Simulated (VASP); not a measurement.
# 2H-WSe2 monolayer under biaxial strain, part 4 of 7

How do the gap and the band positions of 2H-WSe2 monolayer follow biaxial strain?

VASP 6.6.1, plane waves and PAW; the level of theory is named at each step.

So far, gap on the k-mesh (eV): step 2 (relaxing the monolayer) 1.64; step 5 (strained, atoms relaxed, biaxial strain -0.04) 1.41.

### 7. Strained, atoms relaxed, biaxial strain -0.03

This step: PBE with D3(BJ), no spin polarisation; plane waves and PAW (W, Se) (VASP 6.6.1).

Input file INCAR:

```
SYSTEM = WSe2
PREC = Normal
ENCUT = 350
EDIFF = 1E-06
NELM = 120
ISMEAR = 0
SIGMA = 0.03
LREAL = .FALSE.
ALGO = Fast
GGA = PE
IVDW = 12
NBANDS = 15
LASPH = .TRUE.
LORBIT = 11
LWAVE = .FALSE.
LCHARG = .FALSE.
KPAR = 4
IBRION = 2
NSW = 30
ISIF = 2
EDIFFG = -0.015
POTIM = 0.4
MAXMIX = 40
IDIPOL = 3
LDIPOL = .TRUE.
DIPOL = 0.5 0.5 0.5
```

Input file POSCAR:

```
WSe2
1.0
    3.1803151540      0.0000000000      0.0000000000
   -1.5901575771      2.7542337155      0.0000000000
    0.0000000000      0.0000000000     22.0000000000
W Se
1 2
Direct
    0.3333333333      0.6666666667      0.5000000000
    0.6666666667      0.3333333333      0.4233974758
    0.6666666667      0.3333333333      0.5766025242
```

Input file KPOINTS:

```
Automatic mesh
0
Gamma
12 12 1
0 0 0
```

PAW data sets: W and Se (PBE family, release 64).

Launch:

```sh
$ mpirun -np 4 vasp_std
```

Output:

```text
[... set-up lines as in an earlier step ...]
 entering main loop
       N       E                     dE             d eps       ncg     rms          rms(c)
DAV:   1     0.108884796116E+03    0.10888E+03   -0.51368E+03   570   0.653E+02
DAV:   2    -0.105560415407E+02   -0.11944E+03   -0.11069E+03   813   0.154E+02
DAV:   3    -0.221874952299E+02   -0.11631E+02   -0.11494E+02   808   0.584E+01
DAV:   4    -0.223952837321E+02   -0.20779E+00   -0.20629E+00   704   0.943E+00
[...]
RMM:  19    -0.214788024040E+02   -0.48556E-05   -0.73534E-07   410   0.387E-03    0.236E-03
RMM:  20    -0.214788054210E+02   -0.30170E-05   -0.24882E-07   350   0.213E-03    0.364E-03
RMM:  21    -0.214788055240E+02   -0.10294E-06   -0.42139E-08   262   0.131E-03
   1 F= -.22561782E+02 E0= -.22561782E+02  d E =-.225618E+02
[...]
N       E                     dE             d eps       ncg     rms          rms(c)
DAV:   1    -0.215072379067E+02   -0.28432E-01   -0.12894E+00   612   0.632E+00    0.695E-01
[...]
RMM:   7    -0.215112107215E+02   -0.17465E-04   -0.22483E-05   577   0.298E-02    0.846E-02
RMM:   8    -0.215112152369E+02   -0.45154E-05   -0.62086E-06   518   0.156E-02    0.363E-02
RMM:   9    -0.215112146120E+02    0.62487E-06   -0.16264E-06   419   0.790E-03
   2 F= -.22587373E+02 E0= -.22587373E+02  d E =-.255912E-01
 trial-energy change:   -0.025591  1 .order   -0.025835   -0.041186   -0.010484
 step:   1.3652(harm=  1.3415)  dis= 0.03849  next Energy=   -22.589275 (dE=-0.275E-01)
[...]
N       E                     dE             d eps       ncg     rms          rms(c)
DAV:   1    -0.215150360055E+02   -0.38208E-02   -0.17209E-01   640   0.231E+00    0.255E-01
RMM:   2    -0.215154469069E+02   -0.41090E-03   -0.70350E-03   570   0.588E-01    0.303E-02
RMM:   3    -0.215155363511E+02   -0.89444E-04   -0.83253E-04   570   0.197E-01    0.138E-02
RMM:   4    -0.215155647734E+02   -0.28422E-04   -0.18302E-04   582   0.879E-02    0.479E-02
RMM:   5    -0.215155673866E+02   -0.26132E-05   -0.39229E-05   579   0.413E-02    0.937E-03
RMM:   6    -0.215155683592E+02   -0.97264E-06   -0.73825E-06   520   0.179E-02
   3 F= -.22589237E+02 E0= -.22589237E+02  d E =-.274557E-01
[...]
reached required accuracy - stopping structural energy minimisation
```

Wall time 13 s (4 MPI ranks of AMD EPYC 7R43, shared host); peak memory 0.68 GiB; 51 s of CPU time.

OUTCAR, selected parts (step 7):

```text
 Edisp (eV)   -1.07616

 Edisp (eV)   -1.07367

  Total       2.82414     2.82414    -0.08076    -0.00000     0.00000     0.00000
  in kB      23.48029    23.48029    -0.67148    -0.00000     0.00000     0.00000
  external pressure =       15.43 kB  Pullay stress =        0.00 kB

 POSITION                                       TOTAL-FORCE (eV/Angst)
 -----------------------------------------------------------------------------------
     -0.00000      1.83616     11.00000         0.000000     -0.000000      0.000000
      1.59016      0.91808      9.27626        -0.000000      0.000000      0.003271
      1.59016      0.91808     12.72374        -0.000000     -0.000000     -0.003271
 -----------------------------------------------------------------------------------
    total drift:                                0.000000     -0.000000      0.000000

  FREE ENERGIE OF THE ION-ELECTRON SYSTEM (eV)
  ---------------------------------------------------
  free  energy   TOTEN  =       -22.5892372577 eV

  energy  without entropy=      -22.5892372577  energy(sigma->0) =      -22.58923726

[... 2 parts as in an earlier step ...]

[... 2 further parts left out ...]
[key lines of the parts left out:]
E-fermi :  -1.6614
```

Step by step:

| step | energy less that of the first step (eV) | largest force (eV/Å) |
| --- | --- | --- |
| 1 | 0.0000 | 0.7305 |
| 2 | -0.0256 | 0.1859 |
| 3 | -0.0275 | 0.0033 |

The atoms that moved most (Å):

| atom | dx | dy | dz | length |
| --- | --- | --- | --- | --- |
| Se2 | 0.000 | 0.000 | -0.038 | 0.038 |
| Se3 | 0.000 | 0.000 | 0.038 | 0.038 |

Final coordinates:

```cif
data_structure
_symmetry_space_group_name_H-M 'P 1'
_symmetry_Int_Tables_number 1
_cell_length_a 3.1803
_cell_length_b 3.1803
_cell_length_c 22.0000
_cell_angle_alpha 90.000
_cell_angle_beta 90.000
_cell_angle_gamma 120.000
_cell_volume 192.71
loop_
_atom_site_label
_atom_site_type_symbol
_atom_site_fract_x
_atom_site_fract_y
_atom_site_fract_z
_atom_site_occupancy
W1 W 0.33333 0.66667 0.50000 1
Se2 Se 0.66667 0.33333 0.42165 1
Se3 Se 0.66667 0.33333 0.57835 1
```

The run ended after 3 ionic steps, 0.027 eV below its first step, once the forces on the free atoms met EDIFFG = -0.015.

### 8. Strained, levels with spin-orbit coupling, biaxial strain -0.03

This step: PBE with D3(BJ), spin-orbit coupling, no spin polarisation; plane waves and PAW (W, Se) (VASP 6.6.1).

Input file INCAR:

```
SYSTEM = WSe2
PREC = Normal
ENCUT = 350
EDIFF = 1E-06
NELM = 120
ISMEAR = 0
SIGMA = 0.03
LREAL = .FALSE.
ALGO = Fast
GGA = PE
IVDW = 12
LNONCOLLINEAR = .TRUE.
MAGMOM = 0 0 0 0 0 0 0 0 0
NBANDS = 30
GGA_COMPAT = .FALSE.
LASPH = .TRUE.
LSORBIT = .TRUE.
LMAXMIX = 4
LWAVE = .FALSE.
LCHARG = .FALSE.
KPAR = 4
IDIPOL = 3
LDIPOL = .TRUE.
DIPOL = 0.5 0.5 0.5
LVHAR = .TRUE.
LVACPOTAV = .TRUE.
```

Input file POSCAR:

```
WSe2
1.0
    3.1803151540      0.0000000000      0.0000000000
   -1.5901575771      2.7542337155      0.0000000000
    0.0000000000      0.0000000000     22.0000000000
W Se
1 2
Direct
    0.3333333333      0.6666666667      0.5000000000
    0.6666666667      0.3333333333      0.4216480405
    0.6666666667      0.3333333333      0.5783519595
```

KPOINTS is that of step 7.

Input file KPOINTS_OPT:

```
Line mode
14
Line-mode
Reciprocal
  0.00000000   0.00000000   0.00000000 GAMMA
  0.50000000   0.00000000   0.00000000 M

  0.50000000   0.00000000   0.00000000 M
  0.33333333   0.33333333   0.00000000 K

  0.33333333   0.33333333   0.00000000 K
  0.00000000   0.00000000   0.00000000 GAMMA
```

Launch:

```sh
$ mpirun -np 4 vasp_ncl
```

Output:

```text
[... set-up lines as in an earlier step ...]
 entering main loop
       N       E                     dE             d eps       ncg     rms          rms(c)
DAV:   1     0.111850815373E+03    0.11185E+03   -0.49535E+03  1876   0.653E+02
DAV:   2    -0.841957841154E+01   -0.12027E+03   -0.11318E+03  2808   0.163E+02
DAV:   3    -0.223494573443E+02   -0.13930E+02   -0.13799E+02  2508   0.625E+01
DAV:   4    -0.226540129324E+02   -0.30456E+00   -0.30318E+00  2446   0.111E+01
[...]
RMM:  22    -0.217211617960E+02   -0.68855E-05   -0.29736E-07  1721   0.207E-03    0.186E-03
RMM:  23    -0.217211630026E+02   -0.12066E-05   -0.10258E-07  1414   0.167E-03    0.890E-04
RMM:  24    -0.217211638958E+02   -0.89316E-06   -0.84864E-08  1440   0.138E-03
 [... a notice as in an earlier step ...]

   1 F= -.22794833E+02 E0= -.22794833E+02  d E =-.178252E-12  mag=     0.0000     0.0000    -0.0000
 Start KPOINTS_OPT (optional k-point list driver)
k-point batch [1-31\42]
       N       E                     dE             ncg
DAV:   1     0.949950661102E+02   -0.13109E+05     1884
DAV:   2    -0.360349153551E+04   -0.36985E+04     2744
DAV:   3    -0.402007094459E+04   -0.41658E+03     2480
DAV:   4    -0.402962145940E+04   -0.95505E+01     2456
DAV:   5    -0.402979891008E+04   -0.17745E+00     2358
DAV:   6    -0.402980377112E+04   -0.48610E-02     2424
DAV:   7    -0.402980390543E+04   -0.13432E-03     2430
DAV:   8    -0.402980391126E+04   -0.58232E-05     2130
DAV:   9    -0.402980391149E+04   -0.23786E-06     1738
k-point batch [32-42\42]
       N       E                     dE             ncg
DAV:   1     0.114755394840E+05   -0.22894E+04      668
DAV:   2     0.103137902328E+05   -0.11617E+04      992
DAV:   3     0.101469576894E+05   -0.16683E+03      890
DAV:   4     0.101424865730E+05   -0.44711E+01      906
DAV:   5     0.101423799117E+05   -0.10666E+00      826
DAV:   6     0.101423759367E+05   -0.39750E-02      902
DAV:   7     0.101423758529E+05   -0.83795E-04      846
DAV:   8     0.101423758485E+05   -0.43951E-05      890
DAV:   9     0.101423758485E+05   -0.77780E-07      646
```

The job ended after 67 s (4 MPI ranks; peak memory 1.9 GiB).

OUTCAR, selected parts (step 8):

```text
 Edisp (eV)   -1.07367

  Total       2.79897     2.79897    -0.04812    -0.00000     0.00000     0.00000
  in kB      23.27099    23.27099    -0.40007    -0.00000     0.00000     0.00000
  external pressure =       15.38 kB  Pullay stress =        0.00 kB

 POSITION                                       TOTAL-FORCE (eV/Angst)
 -----------------------------------------------------------------------------------
     -0.00000      1.83616     11.00000        -0.000000     -0.000000      0.000000
      1.59016      0.91808      9.27626         0.000000      0.000000     -0.007798
      1.59016      0.91808     12.72374        -0.000000      0.000000      0.007798
 -----------------------------------------------------------------------------------
    total drift:                               -0.000000      0.000000     -0.000000

  FREE ENERGIE OF THE ION-ELECTRON SYSTEM (eV)
  ---------------------------------------------------
  free  energy   TOTEN  =       -22.7948327941 eV

  energy  without entropy=      -22.7948327941  energy(sigma->0) =      -22.79483279

[... 2 parts as in an earlier step ...]

[... 1 further part left out ...]
[key lines of the parts left out:]
E-fermi :  -1.4585
```

On-site spin-orbit energy by atom:

| atom | on-site spin-orbit energy (eV) |
| --- | --- |
| W1 | -0.330 |
| Se2 | -0.043 |
| Se3 | -0.043 |

### 9. Strained, atoms relaxed, biaxial strain -0.02

This step: PBE with D3(BJ), no spin polarisation; plane waves and PAW (W, Se) (VASP 6.6.1).

Input file INCAR:

```
SYSTEM = WSe2
PREC = Normal
ENCUT = 350
EDIFF = 1E-06
NELM = 120
ISMEAR = 0
SIGMA = 0.03
LREAL = .FALSE.
ALGO = Fast
GGA = PE
IVDW = 12
NBANDS = 15
LASPH = .TRUE.
LORBIT = 11
LWAVE = .FALSE.
LCHARG = .FALSE.
KPAR = 4
IBRION = 2
NSW = 30
ISIF = 2
EDIFFG = -0.015
POTIM = 0.4
MAXMIX = 40
IDIPOL = 3
LDIPOL = .TRUE.
DIPOL = 0.5 0.5 0.5
```

Input file POSCAR:

```
WSe2
1.0
    3.2131019082      0.0000000000      0.0000000000
   -1.6065509541      2.7826278775      0.0000000000
    0.0000000000      0.0000000000     22.0000000000
W Se
1 2
Direct
    0.3333333333      0.6666666667      0.5000000000
    0.6666666667      0.3333333333      0.4233974758
    0.6666666667      0.3333333333      0.5766025242
```

KPOINTS is that of step 8.

Launch:

```sh
$ mpirun -np 4 vasp_std
```

Output:

```text
[... set-up lines as in an earlier step ...]
 entering main loop
       N       E                     dE             d eps       ncg     rms          rms(c)
DAV:   1     0.111874303951E+03    0.11187E+03   -0.50159E+03   570   0.652E+02
DAV:   2    -0.106187421780E+02   -0.12249E+03   -0.11455E+03   901   0.153E+02
DAV:   3    -0.223145227017E+02   -0.11696E+02   -0.11603E+02   794   0.589E+01
DAV:   4    -0.225188902326E+02   -0.20437E+00   -0.20369E+00   726   0.928E+00
[...]
RMM:  19    -0.215664403112E+02   -0.33807E-05   -0.57271E-07   391   0.329E-03    0.216E-03
RMM:  20    -0.215664431336E+02   -0.28225E-05   -0.31488E-07   368   0.254E-03    0.545E-03
RMM:  21    -0.215664433188E+02   -0.18519E-06   -0.48547E-08   276   0.150E-03
   1 F= -.22626692E+02 E0= -.22626692E+02  d E =-.226267E+02
[...]
N       E                     dE             d eps       ncg     rms          rms(c)
DAV:   1    -0.215797466337E+02   -0.13304E-01   -0.52841E-01   668   0.403E+00    0.441E-01
[...]
RMM:   9    -0.215813664435E+02   -0.15150E-05   -0.95659E-07   396   0.686E-03    0.587E-03
RMM:  10    -0.215813673172E+02   -0.87373E-06   -0.17542E-07   380   0.315E-03
   2 F= -.22637355E+02 E0= -.22637355E+02  d E =-.106629E-01
 trial-energy change:   -0.010663  1 .order   -0.010751   -0.016841   -0.004660
 step:   1.4073(harm=  1.3826)  dis= 0.02537  next Energy=   -22.638298 (dE=-0.116E-01)
[...]
N       E                     dE             d eps       ncg     rms          rms(c)
DAV:   1    -0.215837296091E+02   -0.23632E-02   -0.87660E-02   619   0.164E+00    0.177E-01
RMM:   2    -0.215839430237E+02   -0.21341E-03   -0.36556E-03   570   0.418E-01    0.254E-02
RMM:   3    -0.215839855653E+02   -0.42542E-04   -0.43540E-04   570   0.142E-01    0.559E-02
RMM:   4    -0.215839990925E+02   -0.13527E-04   -0.10020E-04   578   0.677E-02    0.150E-02
RMM:   5    -0.215840041393E+02   -0.50468E-05   -0.21435E-05   567   0.309E-02    0.154E-02
RMM:   6    -0.215840053779E+02   -0.12386E-05   -0.42137E-06   472   0.132E-02    0.101E-02
RMM:   7    -0.215840060628E+02   -0.68497E-06   -0.10556E-06   395   0.651E-03
   3 F= -.22638258E+02 E0= -.22638258E+02  d E =-.115663E-01
[...]
reached required accuracy - stopping structural energy minimisation
```

The job ended after 14 s (4 MPI ranks; peak memory 0.7 GiB; 54 s of CPU time).

OUTCAR, selected parts (step 9):

```text
 Edisp (eV)   -1.05599

 Edisp (eV)   -1.05425

  Total       1.83547     1.83547    -0.08557    -0.00000    -0.00000     0.00000
  in kB      14.95052    14.95052    -0.69702    -0.00000    -0.00000     0.00000
  external pressure =        9.73 kB  Pullay stress =        0.00 kB

 POSITION                                       TOTAL-FORCE (eV/Angst)
 -----------------------------------------------------------------------------------
     -0.00000      1.85509     11.00000        -0.000000     -0.000000      0.000000
      1.60655      0.92754      9.28937        -0.000000      0.000000      0.003225
      1.60655      0.92754     12.71063         0.000000     -0.000000     -0.003225
 -----------------------------------------------------------------------------------
    total drift:                               -0.000001      0.000000      0.000000

  FREE ENERGIE OF THE ION-ELECTRON SYSTEM (eV)
  ---------------------------------------------------
  free  energy   TOTEN  =       -22.6382583620 eV

  energy  without entropy=      -22.6382583620  energy(sigma->0) =      -22.63825836

[... 2 parts as in an earlier step ...]

[... 2 further parts left out ...]
[key lines of the parts left out:]
E-fermi :  -1.7443
```

The steps of the relaxation:

| step | energy less that of the first step (eV) | largest force (eV/Å) |
| --- | --- | --- |
| 1 | 0.0000 | 0.4671 |
| 2 | -0.0107 | 0.1293 |
| 3 | -0.0116 | 0.0032 |

The atoms that moved most (Å):

| atom | dx | dy | dz | length |
| --- | --- | --- | --- | --- |
| Se2 | 0.000 | 0.000 | -0.025 | 0.025 |
| Se3 | 0.000 | 0.000 | 0.025 | 0.025 |

The relaxed structure:

```
W Se
1.0
     3.21310    0.00000    0.00000
    -1.60655    2.78263    0.00000
     0.00000    0.00000   22.00000
W Se
1 2
Direct
  0.33333 0.66667 0.50000
  0.66667 0.33333 0.42224
  0.66667 0.33333 0.57776
```

The run ended after 3 ionic steps, 0.012 eV below its first step, once the forces on the free atoms met EDIFFG = -0.015.

### 10. Strained, levels with spin-orbit coupling, biaxial strain -0.02

This step: PBE with D3(BJ), spin-orbit coupling, no spin polarisation; plane waves and PAW (W, Se) (VASP 6.6.1).

Input file INCAR:

```
SYSTEM = WSe2
PREC = Normal
ENCUT = 350
EDIFF = 1E-06
NELM = 120
ISMEAR = 0
SIGMA = 0.03
LREAL = .FALSE.
ALGO = Fast
GGA = PE
IVDW = 12
LNONCOLLINEAR = .TRUE.
MAGMOM = 0 0 0 0 0 0 0 0 0
NBANDS = 30
GGA_COMPAT = .FALSE.
LASPH = .TRUE.
LSORBIT = .TRUE.
LMAXMIX = 4
LWAVE = .FALSE.
LCHARG = .FALSE.
KPAR = 4
IDIPOL = 3
LDIPOL = .TRUE.
DIPOL = 0.5 0.5 0.5
LVHAR = .TRUE.
LVACPOTAV = .TRUE.
```

Input file POSCAR:

```
WSe2
1.0
    3.2131019082      0.0000000000      0.0000000000
   -1.6065509541      2.7826278775      0.0000000000
    0.0000000000      0.0000000000     22.0000000000
W Se
1 2
Direct
    0.3333333333      0.6666666667      0.5000000000
    0.6666666667      0.3333333333      0.4222442804
    0.6666666667      0.3333333333      0.5777557196
```

KPOINTS is that of step 9.

KPOINTS_OPT is that of step 8.

Launch:

```sh
$ mpirun -np 4 vasp_ncl
```

Output:

```text
[... set-up lines as in an earlier step ...]
 entering main loop
       N       E                     dE             d eps       ncg     rms          rms(c)
DAV:   1     0.111806170652E+03    0.11181E+03   -0.49235E+03  1876   0.653E+02
DAV:   2    -0.812796065297E+01   -0.11993E+03   -0.11262E+03  2762   0.161E+02
DAV:   3    -0.224274639795E+02   -0.14300E+02   -0.14162E+02  2512   0.630E+01
DAV:   4    -0.227457362916E+02   -0.31827E+00   -0.31673E+00  2460   0.114E+01
[...]
RMM:  23    -0.217890459918E+02   -0.12573E-05   -0.15183E-07  1450   0.223E-03    0.800E-04
RMM:  24    -0.217890470436E+02   -0.10518E-05   -0.80859E-08  1403   0.133E-03    0.660E-04
RMM:  25    -0.217890472705E+02   -0.22688E-06   -0.14433E-08   799   0.769E-04
 [... a notice as in an earlier step ...]

   1 F= -.22843300E+02 E0= -.22843300E+02  d E =-.885514E-12  mag=    -0.0000     0.0000    -0.0000
 Start KPOINTS_OPT (optional k-point list driver)
k-point batch [1-31\42]
       N       E                     dE             ncg
DAV:   1     0.390035507995E+02   -0.13017E+05     1892
DAV:   2    -0.363829836519E+04   -0.36773E+04     2802
DAV:   3    -0.405349705959E+04   -0.41520E+03     2466
DAV:   4    -0.406276555702E+04   -0.92685E+01     2500
DAV:   5    -0.406293667298E+04   -0.17112E+00     2350
DAV:   6    -0.406294150428E+04   -0.48313E-02     2468
DAV:   7    -0.406294169694E+04   -0.19266E-03     2404
DAV:   8    -0.406294170342E+04   -0.64755E-05     2170
DAV:   9    -0.406294170371E+04   -0.29882E-06     1726
k-point batch [32-42\42]
       N       E                     dE             ncg
DAV:   1     0.112892872543E+05   -0.23616E+04      676
DAV:   2     0.101600526162E+05   -0.11292E+04      960
DAV:   3     0.999265746879E+04   -0.16740E+03      904
DAV:   4     0.998771900226E+04   -0.49385E+01      874
DAV:   5     0.998758698885E+04   -0.13201E+00      844
DAV:   6     0.998758161517E+04   -0.53737E-02      852
DAV:   7     0.998758147764E+04   -0.13752E-03      840
DAV:   8     0.998758147030E+04   -0.73398E-05      856
DAV:   9     0.998758147010E+04   -0.20161E-06      632
```

Elapsed: 68 s, on 4 MPI ranks; peak memory 1.9 GiB.

OUTCAR, selected parts (step 10):

```text
 Edisp (eV)   -1.05425

  Total       1.81985     1.81985    -0.05640    -0.00000     0.00000     0.00000
  in kB      14.82326    14.82326    -0.45942    -0.00000     0.00000     0.00000
  external pressure =        9.73 kB  Pullay stress =        0.00 kB

 POSITION                                       TOTAL-FORCE (eV/Angst)
 -----------------------------------------------------------------------------------
     -0.00000      1.85509     11.00000        -0.000000      0.000000      0.000000
      1.60655      0.92754      9.28937         0.000000     -0.000000     -0.005668
      1.60655      0.92754     12.71063         0.000000      0.000000      0.005668
 -----------------------------------------------------------------------------------
    total drift:                               -0.000001      0.000000      0.000000

  FREE ENERGIE OF THE ION-ELECTRON SYSTEM (eV)
  ---------------------------------------------------
  free  energy   TOTEN  =       -22.8432995696 eV

  energy  without entropy=      -22.8432995696  energy(sigma->0) =      -22.84329957

[... 2 parts as in an earlier step ...]

[... 1 further part left out ...]
[key lines of the parts left out:]
E-fermi :  -1.5401
```

(Continued in part 5 of 7.)

[Lines on the potential files, build, host, timing and source positions are cut from VASP's logs without a mark.]

[Logs are printed without paths, hosts, clocks, repeated set-up lines and the standing remarks that a program may print on its own settings, such as how far it seeks lower states.]

[Hosts, paths, dates, database ids (printed as entryN), source tags and the programs' standing remarks are cut or masked in the printed files.]

[Runs that stopped without an error message from VASP are left out.]
